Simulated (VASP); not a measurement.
W: relaxation of cell and atoms with revPBE

The system is W.

```
W
1.0
    -1.58234    1.58234    1.58234
     1.58234   -1.58234    1.58234
     1.58234    1.58234   -1.58234
W
1
Direct
  0.00000 0.00000 0.00000
```

```yaml
Program: VASP 6.6.1
Task: relaxation of cell and atoms
Functional: revPBE
Potentials_or_basis: VASP PAW PBE potentials, release 64 (W_sv)
Cutoff: 600 eV
k_mesh: 12 × 12 × 12
Occupations: fermi-dirac, width 0.05 eV
Spin: no spin polarisation
Further_INCAR_settings: ALGO = Normal; EDIFF = 1e-06; IBRION = 2; EDIFFG = -0.005; NSW = 40; ISIF = 3
```

```yaml
Relaxed_volume: 16.32 Å³/atom
Relaxed_cell: a = 2.768 Å, b = 2.768 Å, c = 2.768 Å, α = 109.47°, β = 109.47°, γ = 109.47°
Space_group_after_relaxing_to_0.05_Å: Im-3m (No. 229)
Energy_gained_by_relaxing: 13.3 meV/atom
Ionic_steps: 4
Pressure_after_relaxing: 0.0 GPa
Band_gap_on_the_k_mesh: none (metal or under the smearing width)
```

The path:
```csv
step,energy change (eV),largest force (eV/Å),pressure (GPa),volume (Å³)
1,0.0000,0.0000,9.24,15.85
2,0.1283,0.0000,-24.18,18.04
3,-0.0132,0.0000,-0.34,16.34
4,-0.0133,0.0000,-0.02,16.32
```

Final structure:
```
W
1.0
    -1.59794    1.59794    1.59794
     1.59794   -1.59794    1.59794
     1.59794    1.59794   -1.59794
W
1
Direct
  0.00000 0.00000 0.00000
```

Levels at points of the mesh, in eV from the Fermi level:
```
           k point  band 3  band 4  band 5  band 6  band 7  band 8  band 9  band 10  band 11
(0.00, 0.00, 0.00)  -37.74  -37.74   -9.36   -1.07   -1.07   -1.07    2.31     2.31    14.54
(0.50, 0.00, 0.00)  -38.13  -37.75   -5.98   -3.32    0.67    2.19    3.13     5.99    10.73
(0.50, 0.50, 0.50)  -38.56  -38.56   -5.49   -5.49    5.06    5.06    5.06     8.11     8.11
```

Run time: 20 s on 1 thread of Intel(R) Xeon(R) Platinum 8488C (Sapphire Rapids), on a shared host, peak memory 0.15 GiB.

Caveat: the PAW data sets were made with another functional, which shifts forces and pressure a little. Zero-point motion and thermal expansion aren't in these numbers.
